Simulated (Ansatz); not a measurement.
A run of Ansatz 0.2.0:

input.yaml

```yaml
crystal:
  lattice:
    - [-1.7727644967, 1.7727644967, 1.7727644967]
    - [1.7727644967, -1.7727644967, 1.7727644967]
    - [1.7727644967, 1.7727644967, -1.7727644967]
  atoms:
    - { symbol: Mg, position: [0.0, 0.0, 0.0] }
hamiltonian:
  xc: pbe
  pseudopotentials: { kind: paw }
  dispersion: d3bj
kpoints:
  mp_grid: { grid: [11, 11, 11] }
scf:
  occupations: { method: fermi_dirac, width: 0.05 }
output:
  forces: true
  stress: true
  eigenvalues: true
relax:
  f_tol: 0.01
  max_steps: 40
  cell: { stress_tol: 0.05 }
```

Potentials or basis: Ansatz PAW.

The run is started by

```console
$ ansatz run input.yaml --threads 2 --pin off --max-ram 5632MiB --backend cpu --events-out ev --progress --plain --runs-dir out
```

Hardware: 2 threads of Arm Neoverse V1 (shared host).

How long does it take, and how much memory?

Wall time 2 s on 2 threads of Arm Neoverse V1, with other jobs on the host, peak memory 0.26 GiB. Counts: scf iterations 16, plane waves 429, k points 56, bands 9, ion steps 4.
